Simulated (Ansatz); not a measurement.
Crystal: TiC.

```
CELL_PARAMETERS angstrom
0.00000 2.16572 2.16572
2.16572 0.00000 2.16572
2.16572 2.16572 0.00000
ATOMIC_POSITIONS crystal
Ti 0.00000 0.00000 0.00000
C 0.50000 0.50000 0.50000
```

The cell is a database's computed one.

- Program: Ansatz 0.2.0
- Task: relaxation of cell and atoms
- Functional: PBE
- Dispersion: D3(BJ)
- Potentials or basis: Ansatz PAW
- Cutoff: 420 eV (not typed: the program's choice for these potentials)
- k mesh: 11 × 11 × 11
- Occupations: fermi-dirac, width 0.05 eV
- Spin: no spin polarisation

At the start: volume 10.16 Å³/atom.

Q: Where does the relaxation end?

A: It ends after 4 steps and the volume is 9.88 Å³/atom (-2.8 %); space group Fm-3m (No. 225, to 0.05 Å).

Step by step:
| step | energy change (eV) | largest force (eV/Å) | volume (Å³) |
| --- | --- | --- | --- |
| 1 | 0.0000 | 0.0000 | 20.32 |
| 2 | -0.0132 | 0.0000 | 19.82 |
| 3 | -0.0134 | 0.0000 | 19.76 |
| 4 | -0.0126 | 0.0000 | 19.76 |

Final structure:
```cif
data_structure
_symmetry_space_group_name_H-M 'P 1'
_symmetry_Int_Tables_number 1
_cell_length_a 3.0344
_cell_length_b 3.0344
_cell_length_c 3.0344
_cell_angle_alpha 60.000
_cell_angle_beta 60.000
_cell_angle_gamma 60.000
_cell_volume 19.76
loop_
_atom_site_label
_atom_site_type_symbol
_atom_site_fract_x
_atom_site_fract_y
_atom_site_fract_z
_atom_site_occupancy
Ti1 Ti 0.00000 0.00000 0.00000 1
C1 C 0.50000 0.50000 0.50000 1
```

Caveat: the plane-wave basis is chosen anew once the cell has moved, so the energies of steps on either side of that aren't comparable; pairwise dispersion overbinds metals, which lowers pressure and volume.
